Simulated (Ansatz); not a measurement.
Level of theory: DFT PBE, scalar-relativistic, plane waves, PAW in Ansatz. All cells share a 420 eV cutoff and Γ-centred k meshes spaced at most about 0.3 Å⁻¹ (2π included). No spin polarisation.

Each guess is relaxed in cell and atoms at zero pressure, on a coarse mesh first where it starts far from rest and then on a converged one. The steps can't lower the symmetry of the start, but it can rise. Energies are static (0 K, no zero-point motion).

Two unrelaxed guesses for SrSn2O3:

A.

```cif
data_structure
_symmetry_space_group_name_H-M 'P6mm'
_symmetry_Int_Tables_number 183
_cell_length_a 5.5795
_cell_length_b 5.5795
_cell_length_c 3.9189
_cell_angle_alpha 90.000
_cell_angle_beta 90.000
_cell_angle_gamma 120.000
_cell_volume 105.65
loop_
_atom_site_label
_atom_site_type_symbol
_atom_site_symmetry_multiplicity
_atom_site_Wyckoff_symbol
_atom_site_fract_x
_atom_site_fract_y
_atom_site_fract_z
_atom_site_occupancy
Sr1 Sr 1 a 0.00000 0.00000 0.88881 1
Sn1 Sn 2 b 0.66667 0.33333 0.96314 1
O1 O 3 c 0.50000 0.50000 0.45952 1
```

B.

```cif
data_structure
_symmetry_space_group_name_H-M 'P-3m1'
_symmetry_Int_Tables_number 164
_cell_length_a 4.5146
_cell_length_b 4.5146
_cell_length_c 7.1918
_cell_angle_alpha 90.000
_cell_angle_beta 90.000
_cell_angle_gamma 120.000
_cell_volume 126.94
loop_
_atom_site_label
_atom_site_type_symbol
_atom_site_symmetry_multiplicity
_atom_site_Wyckoff_symbol
_atom_site_fract_x
_atom_site_fract_y
_atom_site_fract_z
_atom_site_occupancy
Sr1 Sr 1 a 0.00000 0.00000 0.00000 1
Sn1 Sn 2 d 0.33333 0.66667 0.25219 1
O1 O 2 d 0.33333 0.66667 0.64400 1
O2 O 1 b 0.00000 0.00000 0.50000 1
```

Question: Where do they end, and which end is lower?

Answer: A ends lower, by 293 meV/atom. A: P6mm at 17.6 Å³/atom → P6mm at 29.1 Å³/atom; B: P-3m1 at 21.2 Å³/atom → P-3m1 at 16.8 Å³/atom. Counting O atoms around Sn and Sr (those within 1.25 times the shortest such distance or 1.15 times the sum of covalent radii; a plus sign parts nearer from farther groups), the end of A has Sr 6, Sn 3 and the end of B has Sr 2+6, Sn 1. End of A. Conventional cell: a = 5.726 Å, c = 6.142 Å. Sr has 6 O at 2.92 Å and 6 Sn at 3.78 Å; Sn has 3 O at 2.07 Å, 3 Sn at 3.31 Å and 3 Sr at 3.78 Å; O has 2 Sn at 2.07 Å, 4 O at 2.86 Å and 2 Sr at 2.92 Å. End of B. Conventional cell: a = 4.673 Å, c = 5.332 Å. Around Sr lie 2 O at 2.67 Å, 6 O at 2.98 Å and 6 Sn at 3.35 Å; Sn is surrounded by 1 O at 2.09 Å, 6 O at 2.78–2.79 Å, 3 Sn at 3.03 Å, 1 O at 3.25 Å and 3 Sr at 3.35 Å; around O on a site of symmetry 3m lie 1 Sn at 2.09 Å, 3 Sn at 2.79 Å, 3 Sr at 2.98 Å and 3 O at 3.04 Å; 1 more site not described.

Ends held by symmetry can be saddle points. Weakly bound directions are ill-defined at this level, which has no dispersion term (P6mm), and this can change margins and order among such cells.
